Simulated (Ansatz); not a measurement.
**Ag(111) / 3 layers Cd(0001) / Ag(111): resistance against film thickness**

Wanted: interface resistance and thickness dependence for Ag(111) / 3 layers Cd(0001) / Ag(111).

Calculated with Ansatz 0.2.0; Ansatz plane-wave DFT, PBE, PAW files; ballistic transport by layer matching (Landauer), zero bias; PAW set soft_1, in the first sound run; inputs show where later runs differ.

### Step 1. The starting structure

The cell holds 11 atoms: 8 Ag and 3 Cd. Its edges and angles: a = 2.889 Å, b = 2.889 Å, c = 27.830 Å, α = 90.0°, β = 90.0°, γ = 120.0°. It derives from Ag and Cd. Regions: lead, 8 atoms (8 Ag); films, 3 atoms (3 Cd). The structure is stacked along c, and the current runs across the ab planes.

### Step 2. With 3 layers

The film is laid into the lead at the lead's in-plane lattice, and the cell closes on the lead's own image. The mesh across the current, 28×28, is finer than the density's, because channels open and close sharply across the zone. Energies from -1 to 1 eV in steps of 0.036 eV cover the slope of the Fermi function at 300 K, so the program can form a conductance.

input.yaml reads:

```yaml
crystal:
  lattice:
    - [2.8893797293, 0.0, 0.0]
    - [-1.4446898646, 2.5022762467, 0.0]
    - [0.0, 0.0, 27.8298795636]
  atoms:
    - { symbol: Ag, position: [0.0, 0.0, 0.042385535] }
    - { symbol: Ag, position: [0.3333333333, 0.6666666667, 0.1271566051] }
    - { symbol: Ag, position: [0.6666666667, 0.3333333333, 0.2119276751] }
    - { symbol: Ag, position: [0.0, 0.0, 0.2966987452] }
    - { symbol: Cd, position: [0.3333333333, 0.6666666667, 0.3927228535] }
    - { symbol: Cd, position: [0.6666666667, 0.3333333333, 0.5] }
    - { symbol: Cd, position: [0.3333333333, 0.6666666667, 0.6072771465] }
    - { symbol: Ag, position: [0.6666666667, 0.3333333333, 0.7033012548] }
    - { symbol: Ag, position: [0.0, 0.0, 0.7880723249] }
    - { symbol: Ag, position: [0.3333333333, 0.6666666667, 0.8728433949] }
    - { symbol: Ag, position: [0.6666666667, 0.3333333333, 0.957614465] }
kpoints:
  mp_grid: { grid: [15, 15, 1] }
hamiltonian:
  xc: pbe
  pseudopotentials: { kind: paw, azcp: { folder: soft_1 } }
scf:
  occupations: { method: fermi_dirac, width: 0.1 }
output:
  transmission: { leads: [[0, 1]], kmesh: [28, 28], e_range: [-1.0, 1.0], de: 0.036 }
  write_potential: true
  write_density: true
  volumetric_format: npy
  elf: true
```

Launch:

```bash
> ansatz run input.yaml --threads 4 --pin off --max-ram 8192MiB --backend cpu --events-out ev --progress --plain --runs-dir out
```

Numbers of over 12 decimals in the logs are rounded to 6 here.

Log:

```text
Engine: ansatz 0.2.0, aarch64-unknown-linux-gnu
Pseudopotentials: kind: paw
Pseudopotential: Ag, paw, valence charge 19, recommended cutoff 420 eV (normal), soft_1/Ag.paw.azcp
Pseudopotential: Cd, paw, valence charge 20, recommended cutoff 420 eV (normal), soft_1/Cd.paw.azcp
Functional definition: PBE
  parameter kappa = 0.804
  parameter beta = 0.066725
  exchange = pbe_x(kappa = kappa, mu = beta*pi^2/3)
  correlation = pbe_c(beta = beta)
Crystal: 11 atoms, lattice volume = 201.211 Å³
Basis set: ecut = 420 eV, 3945 PW (Γ)
Bands: 128, of which v1, the nominal top of the filled ones, is band 106 counted from 1 (105 counted from 0)
Symmetry: 6 space group operations
Space group: P3m1 (ITA 156), of the structure as read, at distance tolerance 5.9e-5 Å
k-points: 27 of 225 (time reversal used)
Non-local potential: Ag, projectors of the file, l = 0: 3, l = 1: 2, l = 2: 2, l = 3: 1
Non-local potential: Cd, projectors of the file, l = 0: 3, l = 1: 2, l = 2: 2, l = 3: 1
PAW form: soft (Blöchl's): semilocal exchange-correlation on the pseudo side does not see the compensation charge
PAW one-centre angular grid: Ag, 590 points (default); XC on 64 Gauss nodes
PAW one-centre angular grid: Cd, 590 points (default); XC on 64 Gauss nodes
Initial density: superposition of atomic densities (chi_scale 0.1, normalization cell, long waves of neutral atoms (reshape's long-wave potential 13.05 eV rms, cloud 2.89 Å wide))
Initial wavefunctions: pseudopotential atomic-orbital guess
Functional: x = pbe(κ = 0.804, μ = 0.219515), c = pbe(β = 0.066725)
SCF iter   1: F=—  HF=-85491.348332 eV  |F-HF|=—  |Δ(HF+E_count)|=         —  Δρ=7.34e-2  dr2=1.42e1  ethr=3.10e-3  ⟨swp⟩=4.7  Hψ=10718  notcnv=0  defer=170
preconditioner: auto → Kerker (q_TF=auto, 2.752 Å⁻¹)  [metal: Δε(μ)=0.028 eV  Ē_g=11.406 eV  σ=0.100 eV  W_gap=0.07  n_scr=78 (ndim 8)  ℏωp=29.2 eV  f_vac=0.000  D(μ)=3.68/eV (n_scr^D=16)]
SCF iter   2: F=—  HF=-85488.599316 eV  |F-HF|=—  |Δ(HF+E_count)|=    2.75e0  Δρ=2.29e-2  dr2=2.32e0  ethr=3.10e-3  ⟨swp⟩=2.0  Hψ=5463  notcnv=0  defer=305
SCF iter   3: F=—  HF=-85488.330265 eV  |F-HF|=—  |Δ(HF+E_count)|=   2.69e-1  Δρ=1.07e-2  dr2=1.20e0  ethr=1.09e-3  ⟨swp⟩=1.4  Hψ=3812  notcnv=0  defer=307
SCF iter   4: F=—  HF=-85488.303299 eV  |F-HF|=—  |Δ(HF+E_count)|=   2.70e-2  Δρ=4.13e-3  dr2=3.51e-1  ethr=5.67e-4  ⟨swp⟩=1.8  Hψ=3434  notcnv=0  defer=307
SCF iter   5: F=—  HF=-85488.294688 eV  |F-HF|=—  |Δ(HF+E_count)|=   8.61e-3  Δρ=1.17e-3  dr2=4.60e-2  ethr=1.65e-4  ⟨swp⟩=1.0  Hψ=3775  notcnv=0  defer=307
SCF iter   6: F=—  HF=-85488.294060 eV  |F-HF|=—  |Δ(HF+E_count)|=   6.28e-4  Δρ=8.42e-4  dr2=2.13e-3  ethr=2.17e-5  ⟨swp⟩=1.0  Hψ=3177  notcnv=0  defer=307
SCF iter   7: F=—  HF=-85488.294088 eV  |F-HF|=—  |Δ(HF+E_count)|=   2.83e-5  Δρ=1.72e-4  dr2=2.06e-4  ethr=1.00e-6  ⟨swp⟩=2.8  Hψ=5869  notcnv=0  defer=307
SCF iter   8: F=—  HF=-85488.294118 eV  |F-HF|=—  |Δ(HF+E_count)|=   2.98e-5  Δρ=5.75e-5  dr2=4.28e-5  ethr=9.72e-8  ⟨swp⟩=1.0  Hψ=3145  notcnv=0  defer=307
SCF iter   9: F=—  HF=-85488.294307 eV  |F-HF|=—  |Δ(HF+E_count)|=   1.89e-4  Δρ=2.33e-5  dr2=3.66e-6  ethr=2.02e-8  ⟨swp⟩=1.1  Hψ=3186  notcnv=0  defer=307
SCF iter  10: F=—  HF=-85488.294307 eV  |F-HF|=—  |Δ(HF+E_count)|=   2.03e-7  Δρ=1.54e-5  dr2=1.65e-6  ethr=1.73e-9  ⟨swp⟩=2.1  Hψ=5619  notcnv=0  defer=307
SCF iter  11: F=—  HF=-85488.294307 eV  |F-HF|=—  |Δ(HF+E_count)|=   1.98e-7  Δρ=3.36e-6  dr2=1.82e-7  ethr=7.79e-10  ⟨swp⟩=2.0  Hψ=4864  notcnv=0  defer=307
SCF iter  12: F=-85488.294307 eV  HF=-85488.294307 eV  |F-HF|=4.75e-8  |Δ(HF+E_count)|=   5.69e-9  Δρ=1.88e-6  dr2=5.42e-8  ethr=4.72e-11  ⟨swp⟩=8.7  Hψ=12327  notcnv=0
SCF 1 converged in 12 iterations: F = -85488.294307 eV  dr2 = 5.42e-8
  greatest PAW one-centre occupation: 1.001 electrons in one spin orbital (limit 2), on the Ag atom at site 10 (counted from 0), in its partial waves of l = 0
transmission: 280 of 2800 steps passed
transmission: 560 of 2800 steps passed
[...]
transmission: 2800 of 2800 steps passed
SCF converged after 12 iterations
Free energy (F): -85488.294307 eV
Harris-Foulkes:  -85488.294307 eV  (|F-HF|=4.75e-8)
Internal energy: -85488.181536 eV  (E = F + TS)
E sigma→0 (E₀):  -85488.237922 eV
Entropy (-TS):   -0.112770 eV (-10.252 meV/atom)
Fermi energy:    16.422720 eV
--- Per-component energies (eV) ---
  E_band       = -3101.193122
  E_kinetic    = 5065.946076
  E_local      = -29329.210635  (includes V_loc(G=0)·N_el)
  E_nonlocal   = 607.655771
  E_hartree    = 14210.595104
  E_xc         = -1746.416873
  E_vxc        = -2204.742893  (∫ρ·V_xc dr)
  E_paw        = -43934.377219  (= ΣΔE_a)
  E_vpaw       = -5662.020082  (= ΣTr[D̂ρ^β])
  E_aug_tail   = 0.003895  (compensation charges beyond the density's cutoff)
  E_ewald      = -30362.377656
  E_smearing   = -0.112770  (= −TS)
  E_closure    = 0.000000  (closes the sum)
  Σ components = -85488.294307   (vs F -85488.294307, Δ=0.00e0)
--- Band table (eV; the first three rows and the last of 27) ---
  k-point 0: bands = [... 102 lower, 13.0517, 13.0517, 13.2414, 13.2414, 13.3666, 13.3666, 14.4189, 14.8378, ... 18 higher]
  k-point 1: bands = [... 102 lower, 13.0571, 13.0776, 13.2469, 13.3172, 13.3725, 13.4536, 14.7941, 15.1262, ... 18 higher]
  k-point 2: bands = [... 102 lower, 13.0691, 13.0945, 13.2604, 13.3883, 13.7865, 14.0359, 15.5155, 15.7017, ... 18 higher]
  k-point 26: bands = [... 102 lower, 18.1374, 18.4204, 18.4292, 19.2117, 19.4934, 19.5354, 19.6733, 19.6844, ... 18 higher]
--- Transmission ---
  basis      : 61 plane waves across, 35 finite elements along
  points     : 80, standing for a mesh of 28 x 28
  filling    : by the input's occupations and mesh, since the crystals that have channels conduct as metals do. If one of these is a semiconductor, that mesh has misplaced its level
  energies   : 56 from -1.000000 to 0.980000 eV about the Fermi level, 0.036000 eV apart; the leads are filled to 0.000000 eV, and channels, transmission and decay are at 0.008000 eV
  crystal 0  : Ag1, at the sites [0, 1], period 2.3592 Å, over 18.87 Å; its Hamiltonian steps by up to 8.1 meV
    offset         : up to 0.0000 Å between an atom of the period and one for which it stands
    filled         : 6.5 meV over the level at which it is neutral
    channels       : 7.844388e-1 a spin
    conductance    : 8.4342e14 S/m² at 300 K; may be off by some 0.0 % by where its bands' edges are placed, 3.8 % from the k-mesh, 0.0 % from the distance to neutral
    slowest decay  : 0.0331 /Å at (0.0714, 0.0000)
  junction   : crystal 0 to crystal 0, 0.70 to 26.17 Å
    transmission   : 4.467674e-1 a spin
    conductance    : 4.7873e14 S/m² at 300 K (4.7935e14 on every other point, 4.7900e14 on every other energy)
    error estimate : 0.1 % from the energy spacing and 0.0 % from band edges of the leads and from resonances (wavevectors taken as independent; lower de), 3.3 % from the k-mesh, 0.5 % from the steps of its leads' Hamiltonians or their offsets (lay more layers), 0.1 % from the distance to neutral
    resistance     : 9.0321e-4 Ω µm² beyond half of each lead's own
```

The job ended after 1.9 min (4 threads of Arm Neoverse V1, shared host; peak memory 1.1 GiB; 7 min of CPU time).

Reading the cycles: dr2 is the Hartree energy of the density residual (eV), the measure of convergence; HF is the Harris–Foulkes estimate of the energy, which meets the free energy F at convergence.

This step gave:

- free energy: -85488.2943 eV
- energy at zero smearing: -85488.2379 eV
- Fermi energy: 16.42 eV
- cell area: 7.230 Å²
- step of the lead's potential: 8.1 meV
- ballistic conductance of the lead: 8.43e14 S/m²
- estimated errors of the lead's conductance: 0, 3.8, 0 % (band edges, k-mesh, distance from neutral)
- lead conductance per cell: 0.7870 G₀
- conductance of the junction: 4.79e14 S/m²
- junction conductance per cell: 0.4467 G₀
- estimated errors of the junction's conductance: 0.1, 0, 3.3, 0.5, 0.1 % (energy step, band edges, k-mesh, leads' steps, distance from neutral)
- area resistance that the stack adds (contact term taken off, spin by spin): 0.9032 fΩ m²

Per spin. Table of transmission, zone mean by energy, zero at the Fermi level:

energy (eV), transmission, zone mean and a bar from the least value:
```
   -1.000      0.395 
   -0.928      0.399 #
   -0.856      0.401 ##
   -0.784      0.403 ##
   -0.712      0.405 ###
   -0.676      0.405 ###
   -0.604      0.407 ###
   -0.532      0.413 #####
   -0.460      0.419 #######
   -0.388      0.425 ########
   -0.316      0.429 ##########
   -0.244      0.434 ###########
   -0.172      0.437 ############
   -0.100      0.444 ##############
   -0.028      0.445 ##############
    0.008      0.447 ###############
    0.080      0.449 ###############
    0.152      0.463 ###################
    0.224      0.465 ####################
    0.296      0.462 ###################
    0.368      0.465 ####################
    0.440      0.462 ###################
    0.512      0.465 ####################
    0.584      0.470 #####################
    0.656      0.475 #######################
    0.692      0.476 #######################
    0.728      0.478 ########################
    0.764      0.465 ####################
    0.836      0.472 ######################
    0.908      0.482 #########################
    0.980      0.501 ##############################
```

Per spin. Table of open channels, zone mean, lead by energy, zero at the Fermi level:

energy (eV), open channels, zone mean, lead and a bar from the least value:
```
   -1.000      0.690 
   -0.892      0.690 
   -0.820      0.698 #
   -0.712      0.698 #
   -0.640      0.698 #
   -0.532      0.767 #############
   -0.424      0.800 ##################
   -0.352      0.800 ##################
   -0.244      0.792 #################
   -0.136      0.792 #################
   -0.064      0.792 #################
    0.008      0.784 ################
    0.044      0.784 ################
    0.116      0.815 #####################
    0.224      0.861 #############################
    0.332      0.846 ##########################
    0.404      0.846 ##########################
    0.512      0.838 #########################
    0.620      0.838 #########################
    0.692      0.838 #########################
    0.800      0.823 ######################
    0.872      0.846 ##########################
    0.980      0.869 ##############################
```

Transmission over k1 and k2. At 0.0080 eV from the Fermi level.

Values, 12 rows by 16 columns, each cell a mean:
```
0.202 0.218 0.332 0.372 0.389 0.386 0.360 0.270 0.225 0.304 0.008 0.000 0.000 0.000 0.000 0.200
0.289 0.346 0.408 0.492 0.573 0.598 0.569 0.497 0.405 0.334 0.226 0.037 0.000 0.000 0.000 0.000
0.326 0.396 0.511 0.688 0.852 0.914 0.915 0.862 0.725 0.554 0.421 0.319 0.074 0.000 0.000 0.000
0.326 0.409 0.574 0.825 0.984 0.979 0.954 0.956 0.976 0.914 0.721 0.500 0.366 0.163 0.012 0.000
0.258 0.377 0.539 0.820 0.990 0.931 0.785 0.553 0.709 0.932 0.959 0.793 0.508 0.367 0.191 0.153
0.302 0.289 0.441 0.691 0.963 0.945 0.681 0.000 0.044 0.502 0.921 0.973 0.745 0.475 0.316 0.260
0.349 0.216 0.341 0.489 0.787 0.965 0.918 0.592 0.109 0.279 0.838 0.972 0.919 0.635 0.413 0.262
0.152 0.016 0.189 0.369 0.519 0.767 0.945 0.957 0.877 0.850 0.907 0.977 0.955 0.720 0.478 0.361
0.174 0.000 0.006 0.122 0.362 0.473 0.659 0.857 0.963 0.981 0.986 0.985 0.898 0.688 0.484 0.374
0.173 0.000 0.000 0.000 0.056 0.282 0.387 0.479 0.624 0.737 0.791 0.778 0.680 0.541 0.423 0.358
0.121 0.000 0.000 0.000 0.000 0.024 0.162 0.266 0.352 0.420 0.466 0.481 0.454 0.403 0.345 0.267
0.450 0.134 0.113 0.131 0.130 0.129 0.146 0.363 0.300 0.247 0.315 0.340 0.339 0.328 0.251 0.192
```
Columns: k1 (b1) from -0.5 to 0.464; rows upwards: k2 (b2) from -0.5 to 0.464.

Open channels over k1 and k2. At 0.0080 eV from the Fermi level.

Ten even steps from '0' (0.00) to '9' (1.00), each cell a mean:
```
9999999999999999900000000007
9999999999999999940000000000
9999999999999999996000000000
9999999999999999999800000000
9999999999999999999992000000
9999999999999999999999500000
9999999999999999999999970000
9999999999999999999999999100
9999999999996669999999999933
9999999999990004999999999999
9999999999990000299999999999
9999999999999200099999999999
9559999999999944499999999999
9003999999999999999999999999
9000199999999999999999999999
9000007999999999999999999999
9000000599999999999999999999
9000000029999999999999999999
9000000000899999999999999999
9000000000069999999999999999
9500000000009999999999999999
9977777777779999999999999999
```
Columns: k1 (b1) from -0.5 to 0.464; rows upwards: k2 (b2) from -0.5 to 0.464.

ELF in the ca plane at fractional y = 0.333, with atoms of Ag and Cd within 0.2 Å of it. It is the smooth field of the valence electrons, not physical close to the nuclei.

Values, 5 rows by 16 columns, each cell a mean:
```
0.17 0.17 0.18 0.25 0.47 0.22 0.19 0.17 0.19 0.22 0.21 0.22 0.44 0.22 0.21 0.22
0.17 0.17 0.19 0.32 0.69 0.27 0.20 0.17 0.21 0.30 0.24 0.27 0.81 0.27 0.25 0.31
0.17 0.17 0.18 0.25 0.47 0.22 0.19 0.17 0.19 0.22 0.21 0.22 0.44 0.22 0.21 0.22
0.20 0.24 0.26 0.17 0.20 0.17 0.28 0.22 0.18 0.26 0.19 0.20 0.23 0.20 0.19 0.26
0.20 0.24 0.26 0.17 0.20 0.17 0.28 0.22 0.18 0.26 0.19 0.20 0.23 0.20 0.19 0.26
```
Columns run along c (16.0 Å, from fractional 0.06 to 0.63 of the cell), rows up along a (2.9 Å). Atoms in or near the plane, at fractional coordinates: Ag at (0.21, 0.67), Cd at (0.50, 0.67).

Electrostatic potential energy in the ca plane at fractional y = 0.333, with atoms of Ag and Cd within 0.2 Å of it. With pseudopotentials it is smooth inside the atoms' cores, unlike the true potential.

Ten even steps from '0' (-12 eV) to '9' (19 eV), each cell a mean:
```
89998789984002699878999987789998411258999877
99999999960230389999999998899996100027999989
99999999950571289999999999999996100027999999
99999999961120489999999998899997200037999888
89998778985213799877899986679998522368998767
68985347998778998534799864358999876789997534
58984237999999998423699853248999988899997423
68986458998768998645799864468999866789998544
```
Columns run along c (16.0 Å, from fractional 0.06 to 0.63 of the cell; values clipped at the 3rd and 97th percentile), rows up along a (2.9 Å). Atoms in or near the plane, at fractional coordinates: Ag at (0.21, 0.67), Cd at (0.50, 0.67).

Valence density in the ca plane at fractional y = 0.333, with atoms of Ag and Cd within 0.2 Å of it. It is the smooth field of the valence electrons, not physical close to the nuclei.

Ten steps, logarithmic in the rise over the least value, from '0' (0 e/Å³) to '9' (23 e/Å³), each cell a mean:
```
10001111013564200111000011110001356520000111
00000000026887410000000000000002589741000000
00000000136998410000000000000002699851000000
00000100025886310010000000100001588741000010
10001211013554200121100011110000245420000121
21012331001121001233100013321000012100001232
21113432000110001343200123321000011000001343
21012321001221001232100012320000112100001232
```
Columns run along c (16.0 Å, from fractional 0.06 to 0.63 of the cell), rows up along a (2.9 Å). Atoms in or near the plane, at fractional coordinates: Ag at (0.21, 0.67), Cd at (0.50, 0.67).

The lead's potential steps by 8.1 meV from period to period, small in itself. The program estimates the junction's conductance to 3.3 % from the k-mesh, 0.1 % from the leads' distance from neutral and 0.5 % from their steps.

By hand: 1/G − 1/G_lead = 1/0.4787 − 1/0.8434 = 0.903 fΩ m² with G in 10¹⁵ S/m².

### Step 3. With 5 layers, film layers 5

The stack now holds 5 film layers; the k-mesh follows the cell, and the energies span -0.27 to 0.27 eV.

System of this step: Ag(111) / 5 layers Cd(0001) / Ag(111). The cell holds 13 atoms: 8 Ag and 5 Cd. Its edges and angles: a = 2.889 Å, b = 2.889 Å, c = 33.801 Å, α = 90.0°, β = 90.0°, γ = 120.0°. It derives from Ag and Cd. Regions: lead, 8 atoms (8 Ag); films, 5 atoms (5 Cd). The structure is stacked along c, and the current runs across the ab planes.

input.yaml reads:

```yaml
crystal:
  lattice:
    - [2.8893797293, 0.0, 0.0]
    - [-1.4446898646, 2.5022762467, 0.0]
    - [0.0, 0.0, 33.8008996996]
  atoms:
    - { symbol: Ag, position: [0.0, 0.0, 0.0348980159] }
    - { symbol: Ag, position: [0.3333333333, 0.6666666667, 0.1046940477] }
    - { symbol: Ag, position: [0.6666666667, 0.3333333333, 0.1744900795] }
    - { symbol: Ag, position: [0.0, 0.0, 0.2442861113] }
    - { symbol: Cd, position: [0.3333333333, 0.6666666667, 0.3233473017] }
    - { symbol: Cd, position: [0.6666666667, 0.3333333333, 0.4116736509] }
    - { symbol: Cd, position: [0.3333333333, 0.6666666667, 0.5] }
    - { symbol: Cd, position: [0.6666666667, 0.3333333333, 0.5883263491] }
    - { symbol: Cd, position: [0.3333333333, 0.6666666667, 0.6766526983] }
    - { symbol: Ag, position: [0.6666666667, 0.3333333333, 0.7557138887] }
    - { symbol: Ag, position: [0.0, 0.0, 0.8255099205] }
    - { symbol: Ag, position: [0.3333333333, 0.6666666667, 0.8953059523] }
    - { symbol: Ag, position: [0.6666666667, 0.3333333333, 0.9651019841] }
kpoints:
  mp_grid: { grid: [15, 15, 1] }
hamiltonian:
  xc: pbe
  pseudopotentials: { kind: paw, azcp: { folder: soft_1 } }
scf:
  occupations: { method: fermi_dirac, width: 0.1 }
output:
  transmission:
    leads: [[0, 1]]
    kmesh: [28, 28]
    e_range: [-0.27, 0.27]
    de: 0.036
  write_potential: true
  write_density: true
  volumetric_format: npy
```

Log:

```text
[...]
Crystal: 13 atoms, lattice volume = 244.381 Å³
Basis set: ecut = 420 eV, 4757 PW (Γ)
Bands: 152, of which v1, the nominal top of the filled ones, is band 126 counted from 1 (125 counted from 0)
Symmetry: 6 space group operations
[...]
k-points: 27 of 225 (time reversal used)
[...]
--- Transmission ---
  basis      : 61 plane waves across, 42 finite elements along
  points     : 80, standing for a mesh of 28 x 28
[...]
filled         : 19.1 meV over the level at which it is neutral
    channels       : 7.844388e-1 a spin
[...]
slowest decay  : 0.0412 /Å at (0.0714, 0.0000)
  junction   : crystal 0 to crystal 0, 0.70 to 32.14 Å
    transmission   : 3.141254e-1 a spin
[...]
resistance     : 1.7763e-3 Ω µm² beyond half of each lead's own
[key lines of the parts left out:]
SCF converged after 13 iterations
Free energy (F): -101997.301232 eV
Fermi energy:    16.124944 eV
```

The job ended after 82 s (4 threads; peak memory 1.4 GiB; 5.4 min of CPU time).

This step gave:

| Item | Value |
| --- | --- |
| free energy | -101997.3012 eV |
| energy at zero smearing | -101997.2390 eV |
| Fermi energy | 16.12 eV |
| step of the lead's potential | 11.7 meV |
| estimated errors of the lead's conductance | 0, 3.7, 0 % (band edges, k-mesh, distance from neutral) |
| lead conductance per cell | 0.7869 G₀ |
| conductance of the junction | 3.38e14 S/m² |
| junction conductance per cell | 0.3150 G₀ |
| estimated errors of the junction's conductance | 0, 0, 3.7, 1.7, 0.2 % (energy step, band edges, k-mesh, leads' steps, distance from neutral) |
| area resistance that the stack adds (contact term taken off, spin by spin) | 1.776 fΩ m² |

Per spin. Transmission, zone mean against energy, zero at the Fermi level:

| energy (eV) | transmission, zone mean |
| --- | --- |
| -0.270 | 0.338 |
| -0.234 | 0.332 |
| -0.198 | 0.327 |
| -0.162 | 0.323 |
| -0.126 | 0.320 |
| -0.090 | 0.318 |
| -0.054 | 0.316 |
| -0.018 | 0.315 |
| 0.018 | 0.314 |
| 0.054 | 0.313 |
| 0.090 | 0.314 |
| 0.126 | 0.322 |
| 0.162 | 0.344 |
| 0.198 | 0.351 |
| 0.234 | 0.354 |
| 0.270 | 0.354 |

The conductance of the junction is 3.4e14 S/m², 29 % under the 4.8e14 S/m² of the last finished run.

(Continued in part 2 of 2.)

[Logs are printed without paths, hosts, clocks, repeated set-up lines and the standing remarks that a program may print on its own settings, such as how far it seeks lower states.]

[Hosts, paths, dates, database ids (printed as entryN), source tags and the programs' standing remarks are cut or masked in the printed files.]
